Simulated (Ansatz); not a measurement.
# Cd: changing the choice of potentials or basis

The structure is hexagonal, space group P6_3/mmc (No. 194). The conventional cell has a = 2.979 Å, b = 2.979 Å, c = 5.618 Å, α = 90.00°, β = 90.00°, γ = 120.00°. Cd (site symmetry -6m2) is surrounded by 12 Cd at 2.98 to 3.29 Å.

Kept alike: task equation of state; functional PBEsol; k mesh 10 × 10 × 5; occupations fermi-dirac, width 0.05 eV; no spin polarisation. Program: Ansatz. Cutoffs run from 420 to 1633 eV. The mesh is that of the run's cell of 2 atoms. No spin-orbit coupling.

| choice of potentials or basis | volume (Å³/atom) | bulk modulus (GPa) |
| --- | --- | --- |
| Ansatz PAW (files of its older set among them) (made for PBE) | 21.008 | 62.8 |
| Ansatz PAW (made for PBE) | 21.009 | 62.9 |
| PseudoDojo standard (made for PBE) | 21.078 | 62.2 |
| PseudoDojo stringent (made for PBE) | 21.025 | 62.6 |

For a metal such a mesh leaves the last digits unconverged. Volume and modulus come from cells scaled at fixed shape and fractions; off cubic symmetry such a modulus can lie above the relaxed one.

The volume runs from 21.008 (Ansatz PAW (files of its older set among them) (made for PBE)) to 21.078 Å³/atom (PseudoDojo standard (made for PBE)). The bulk modulus runs from 62.2 (PseudoDojo standard (made for PBE)) to 62.9 GPa (Ansatz PAW (made for PBE)).
